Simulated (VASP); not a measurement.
Calculation: r2SCAN meta-GGA, VASP's PBE PAW potentials (set 64) (plane waves; VASP 6.6.1).

VASP ran on this input.

### KPOINTS_OPT
```
k-points along high-symmetry lines
6
Line-mode
Reciprocal
  0.000000   0.000000   0.000000 ! GAMMA
 -0.000000   0.500000   0.000000 ! M

 -0.000000   0.500000   0.000000 ! M
 -0.333333   0.666667   0.000000 ! K

 -0.333333   0.666667   0.000000 ! K
  0.000000   0.000000   0.000000 ! GAMMA

  0.000000   0.000000   0.000000 ! GAMMA
  0.000000   0.000000   0.500000 ! A

  0.000000   0.000000   0.500000 ! A
 -0.000000   0.500000   0.500000 ! L

 -0.000000   0.500000   0.500000 ! L
 -0.333333   0.666667   0.500000 ! H

 -0.333333   0.666667   0.500000 ! H
  0.000000   0.000000   0.500000 ! A

 -0.000000   0.500000   0.500000 ! L
 -0.000000   0.500000   0.000000 ! M

 -0.333333   0.666667   0.500000 ! H
 -0.333333   0.666667   0.000000 ! K
```

### INCAR
```
# general
SYSTEM  = BeO
PREC    = Accurate
ENCUT   = 520
LREAL   = .FALSE.
LASPH   = .TRUE.

# electronic loop
EDIFF   = 1E-7
NELM    = 100
ALGO    = Normal
LMIXTAU = .TRUE.

# smearing
ISMEAR  = -5

# functional
METAGGA = R2SCAN

# ions
ISIF    = 2

# output
LWAVE   = .FALSE.
LCHARG  = .FALSE.
LORBIT  = 11
NEDOS   = 601

# other
LEFG    = .TRUE.
```

File POSCAR:
```
BeO
1
    1.3464266046    -2.3320796943     0.0000000000
    1.3464266046     2.3320796943     0.0000000000
    0.0000000000     0.0000000000     4.3726978034
Be O
2 2
Direct
  0.6666670000   0.3333330000   0.5000096647
  0.3333330000   0.6666670000   0.0000096647
  0.6666670000   0.3333330000   0.8779903353
  0.3333330000   0.6666670000   0.3779903353
```

### KPOINTS
```
Automatic mesh
0
G
11 11 6
0 0 0
```

POTCAR, in this order: Be O (PBE.64 set). Program: vasp_std.

Output

OSZICAR:
```
       N       E                     dE             d eps       ncg     rms          rms(c)
DAV:   1     0.566907808230E+02    0.56691E+02   -0.91960E+03  1536   0.132E+03
DAV:   2    -0.358598128422E+02   -0.92551E+02   -0.87293E+02  2008   0.290E+02
DAV:   3    -0.393640853776E+02   -0.35043E+01   -0.34885E+01  2024   0.594E+01
DAV:   4    -0.393917855032E+02   -0.27700E-01   -0.27686E-01  1848   0.600E+00
DAV:   5    -0.393921479841E+02   -0.36248E-03   -0.36243E-03  1984   0.590E-01    0.864E+00
DAV:   6    -0.334284682685E+02    0.59637E+01   -0.44559E+00  1716   0.182E+01    0.285E+00
DAV:   7    -0.322195561115E+02    0.12089E+01   -0.69374E-01  1932   0.103E+01    0.191E+00
DAV:   8    -0.351563880414E+02   -0.29368E+01   -0.72730E-01  1536   0.867E+00    0.132E+00
DAV:   9    -0.323785159470E+02    0.27779E+01   -0.47662E-01  1536   0.728E+00    0.130E-01
DAV:  10    -0.325872668118E+02   -0.20875E+00   -0.86892E-02  1544   0.404E+00    0.157E-01
DAV:  11    -0.325884111270E+02   -0.11443E-02   -0.14593E-03  2036   0.388E-01    0.142E-01
DAV:  12    -0.325892459786E+02   -0.83485E-03   -0.59023E-03  1816   0.731E-01    0.170E-01
DAV:  13    -0.325899024845E+02   -0.65651E-03   -0.10947E-03  1588   0.399E-01    0.446E-02
DAV:  14    -0.325898067735E+02    0.95711E-04   -0.55994E-05  1656   0.107E-01    0.493E-02
DAV:  15    -0.325898463812E+02   -0.39608E-04   -0.31374E-05  1796   0.677E-02    0.271E-02
DAV:  16    -0.325898298255E+02    0.16556E-04   -0.43700E-05  1908   0.666E-02    0.814E-04
DAV:  17    -0.325898476768E+02   -0.17851E-04   -0.10609E-06  1924   0.123E-02    0.234E-03
DAV:  18    -0.325898460551E+02    0.16218E-05   -0.45564E-07  1708   0.741E-03    0.245E-04
DAV:  19    -0.325898485883E+02   -0.25333E-05   -0.44024E-08   948   0.267E-03    0.387E-04
DAV:  20    -0.325898480602E+02    0.52812E-06   -0.17768E-08   920   0.172E-03    0.429E-05
DAV:  21    -0.325898481896E+02   -0.12939E-06   -0.16586E-09   904   0.590E-04    0.299E-05
DAV:  22    -0.325898482107E+02   -0.21128E-07   -0.99066E-11   884   0.150E-04
   1 F= -.32589848E+02 E0= -.32589848E+02  d E =0.000000E+00
       N       E                     dE             ncg
```

File OUTCAR:
```
------------------------ aborting loop because EDIFF is reached ----------------------------------------
  FORCE on cell =-STRESS in cart. coord.  units (eV):
  Direction    XX          YY          ZZ          XY          YZ          ZX
  --------------------------------------------------------------------------------------
  Total        0.0676987      0.0676987      0.0773262      0.0000000      0.0000000      0.0000000
  in kB        3.9498920      3.9498934      4.5116106      0.0000000      0.0000000      0.0000000
  external PRESSURE =       4.1371320 kB  Pullay stress =       0.0000000 kB
  volume of cell :       27.46
      direct lattice vectors                 reciprocal lattice vectors
     1.346426605 -2.332079694  0.000000000     0.371353328 -0.214400906  0.000000000
     1.346426605  2.332079694  0.000000000     0.371353328  0.214400906  0.000000000
     0.000000000  0.000000000  4.372697803     0.000000000  0.000000000  0.228691770
 POSITION                                       TOTAL-FORCE (eV/Angst)
 -----------------------------------------------------------------------------------
      1.34643     -0.77736      2.18639         0.000000      0.000000      0.004223
      1.34643      0.77736      0.00004         0.000000      0.000000      0.004223
      1.34643     -0.77736      3.83919        -0.000000      0.000000     -0.004223
      1.34643      0.77736      1.65284        -0.000000     -0.000000     -0.004223
 -----------------------------------------------------------------------------------
    total drift:                               -0.000000      0.001584      0.001902
  FREE ENERGIE OF THE ION-ELECTRON SYSTEM (eV)
  ---------------------------------------------------
  free  energy   TOTEN  =       -32.5898482107 eV

  energy  without entropy=      -32.5898482107  energy(sigma->0) =      -32.58984821

 total charge

# of ion       s       p       d       tot
------------------------------------------
    1        0.430   0.815   0.000   1.245
    2        0.430   0.815   0.000   1.245
    3        1.548   3.702   0.000   5.250
    4        1.548   3.702   0.000   5.250
--------------------------------------------------
tot          3.957   9.034   0.000  12.991

 Electric field gradients after diagonalization (V/A^2)
 (convention: |V_zz| > |V_xx| > |V_yy|)
----------------------------------------------------------------------
 ion       V_xx      V_yy      V_zz     asymmetry (V_yy - V_xx)/ V_zz
----------------------------------------------------------------------
   1      -0.254    -0.254     0.508       0.000
   2      -0.254    -0.254     0.508       0.001
   3      -0.575    -0.570     1.145       0.004
   4      -0.575    -0.571     1.145       0.004
```
(Selected blocks of OUTCAR.)

The compound is BeO in the wurtzite structure. It was relaxed first.
